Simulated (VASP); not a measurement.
Runs of VASP 6.6.1 on MoSe2. Symmetry: P6_3/mmc, No. 194, hexagonal system. The conventional cell has a = 3.288 Å, b = 3.288 Å, c = 12.900 Å, α = 90.00°, β = 90.00°, γ = 120.00°. Mo (site symmetry -6m2) is surrounded by 6 Se at 2.49 Å. Se (site symmetry 3m) has 3 Mo at 2.49 Å as nearest neighbours. 

```csv
task,level,cell,cutoff (eV),smearing,gap on the mesh (eV),pressure (GPa),largest force (eV/Å)
single point,PBE,as given,520,gaussian 0.011 eV,0.88,8.3,1.14
band structure,revPBE,as given,520,fermi-dirac 0.05 eV,(a),-,-
band structure,RPBE,as given,520,fermi-dirac 0.05 eV,0.90,-,-
relaxation of cell and atoms,revPBE,relaxed,600,fermi-dirac 0.05 eV,1.39,0.0,0.02
band structure,BLYP,as given,520,fermi-dirac 0.05 eV,0.87,(c),(b)
```

Alike in all rows: potentials or basis VASP PAW PBE potentials, release 64 (Mo_sv, Se); no spin polarisation; k mesh 9 × 9 × 2.

Task: Fill in the values left out.

Result: (a) 0.89; (b) 1.58; (c) 15.6.

Caveats: the cell's inner coordinates are idealised or old, which leaves forces on the atoms (some runs); this functional lacks dispersion, which binds the layers, so the pressure and a relaxed spacing across them are unreliable (some runs); the PAW data sets were made with another functional, which shifts forces and pressure a little (some runs); an odd mesh through Γ misses points on the zone boundary, where band edges often lie (some runs); this functional lacks dispersion, which binds the layers, so the pressure and a relaxed spacing across them are unreliable, and here the layers came unbound (some runs).

A k mesh can miss the band edges, and the runs leave out spin-orbit coupling on Mo, Se.
